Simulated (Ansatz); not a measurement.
Born–Oppenheimer molecular dynamics of a periodic cell of 16 atoms, CsBr (host CsBr, host structure Pm-3m). It starts from a structure without forces on its atoms.

All numbers below come from DFT PBE, scalar-relativistic, plane waves, PAW in Ansatz. Settings: accuracy low, cutoff 420 eV, k mesh 1x1x1, fermi-dirac smearing 0.05 eV, no spin polarisation.

```
ensemble                      : NVE (velocity Verlet)
time step                     : 3 fs
steps asked                   : 400
starting velocities drawn for : 1000 K
seed                          : 819923
```

First frame:

```xyz
16
Lattice="8.6512 0.0000 0.0000 0.0000 8.6512 0.0000 0.0000 0.0000 8.6512" Properties=species:S:1:pos:R:3
Cs 0.000 0.000 0.000
Br 2.163 2.163 2.163
Cs 0.000 0.000 4.326
Br 2.163 2.163 6.488
Cs 0.000 4.326 0.000
Br 2.163 6.488 2.163
Cs 0.000 4.326 4.326
Br 2.163 6.488 6.488
Cs 4.326 0.000 0.000
Br 6.488 2.163 2.163
Cs 4.326 0.000 4.326
Br 6.488 2.163 6.488
Cs 4.326 4.326 0.000
Br 6.488 6.488 2.163
Cs 4.326 4.326 4.326
Br 6.488 6.488 6.488
```

Problem. What does the run give?

Solution. All steps were run.

```
steps done                                               : 400
time covered                                             : 1200 fs
mean temperature over the second half                    : 549 K
spread of the potential energy over the second half      : 10.7 meV per atom
mean potential energy of the second half above the start : 54.7 meV per atom
```

The conserved energy stayed within 0.04 meV per atom of its start (net change 0.0064 meV per atom), so the integration is sound. The temperature averaged 0.55 of the 1000 K drawn at the start: a run that starts near a minimum puts about half its kinetic energy into the potential. A run of 1.2 ps of so small a system gives no equilibrium averages. Limits of this set-up: coarse k mesh, low accuracy level.

Problem. What happens to the structure?

Solution. Mean squared displacements from the first frame to the last, about the centre of mass: Cs 0.15 Å², Br 0.19 Å². This is one draw of velocities; another would differ in detail.

Problem. How do temperature and energy run in time?

Solution. 
```csv
time (fs),T (K),potential energy less start (eV),conserved less start (meV/atom)
0.0,1000,0.000,0.00
60.0,674,0.633,0.01
120.0,341,1.278,0.02
180.0,377,1.208,0.01
240.0,400,1.164,0.02
300.0,550,0.873,0.01
360.0,509,0.952,0.01
420.0,500,0.969,0.02
480.0,633,0.712,0.01
540.0,622,0.733,0.02
600.0,598,0.780,0.01
660.0,439,1.088,0.02
720.0,613,0.750,0.00
780.0,477,1.014,0.02
840.0,614,0.750,0.01
900.0,615,0.747,0.01
960.0,517,0.937,0.02
1020.0,615,0.747,0.00
1080.0,338,1.284,0.03
1140.0,620,0.736,0.00
1200.0,667,0.645,0.01
```

The run took 15 min on 1 thread of Arm Neoverse V1, on a shared host, peak memory 0.6 GiB.
